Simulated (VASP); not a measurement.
Pb, 1 atom in the cell. The typed cell holds 1 atom: a = 3.579 Å, b = 3.371 Å, c = 3.362 Å, α = 107.28°, β = 111.42°, γ = 110.12°. This isn't the form of Pb at room conditions, which is fcc. The cell isn't the ideal one: cell strained at random at fixed volume.

* Program: VASP 6.6.1
* Task: single point
* Functional: PBE
* Potentials or basis: VASP PAW PBE potentials, release 64 (Pb_d)
* Cutoff: 520 eV
* k mesh: 9 × 9 × 9
* Occupations: fermi-dirac, width 0.05 eV
* Spin: no spin polarisation
* Further INCAR settings: ALGO = Normal; EDIFF = 1e-07; NBANDS = 13

Potentials or basis: VASP PAW PBE potentials, release 64 (Pb_d).

The run is started by

```sh
$ cat potpaw_PBE.64/Pb_d/POTCAR > POTCAR
$ mpirun -np 1 vasp_std > vasp.out
```

Hardware: 1 thread of Intel(R) Xeon(R) Platinum 8559C (Emerald Rapids), with other jobs on the host.

How long does it take, and how much memory?

Run time: 61 s on 1 thread of Intel(R) Xeon(R) Platinum 8559C (Emerald Rapids) (shared host), peak memory 0.26 GiB. Counts: scf iterations 11, k points 365.
